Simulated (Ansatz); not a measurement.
Equation of state of MoS2 from a dense series

```
CELL_PARAMETERS angstrom
1.58150 0.91308 6.12333
-1.58150 0.91308 6.12333
0.00000 -1.82616 6.12333
ATOMIC_POSITIONS crystal
Mo 0.00000 0.00000 0.00000
S 0.74840 0.74840 0.74840
S 0.58490 0.58490 0.58490
```

Atom numbers follow the list: Mo1, S2, S3.

The cell comes from COD entry 9007661, which wasn't checked; take it as a given geometry.

Level of theory: DFT, LDA, all-electron LAPW, scalar-relativistic (Ansatz 0.2.0).

Sampling and basis: a Γ-centred 15×15×15 k mesh, Fermi–Dirac smearing of 0.05 eV, basis error target 1 meV/atom, no spin polarisation.

The cell is scaled evenly. Fractional coordinates are held (clamped ions).

```json
{"V (Å³/atom)": "16.624", "P (GPa)": "13.11"}
{"V (Å³/atom)": "16.977", "P (GPa)": "8.81"}
{"V (Å³/atom)": "17.331", "P (GPa)": "4.95"}
{"V (Å³/atom)": "17.508", "P (GPa)": "3.17"}
{"V (Å³/atom)": "17.685", "P (GPa)": "1.48"}
{"V (Å³/atom)": "17.861", "P (GPa)": "-0.13"}
{"V (Å³/atom)": "18.038", "P (GPa)": "-1.65"}
{"V (Å³/atom)": "18.746", "P (GPa)": "-6.98"}
```

(1) Fit a third-order Birch–Murnaghan curve to the pressures.

(2) Predict the pressure at the withheld volume, 18.392 Å³/atom.

Results:

(1) P = (3B0/2)(y^(7/2) − y^(5/2))[1 + (3/4)(B0′ − 4)(y − 1)] with y = (V0/V)^(2/3) fits within 0.01 GPa for V0 = 17.847 Å³/atom, B0 = 158.1 GPa and B0′ = 4.34.

(2) There y = 0.9802, so the fit gives -4.45 GPa; the run gave -4.45 GPa.
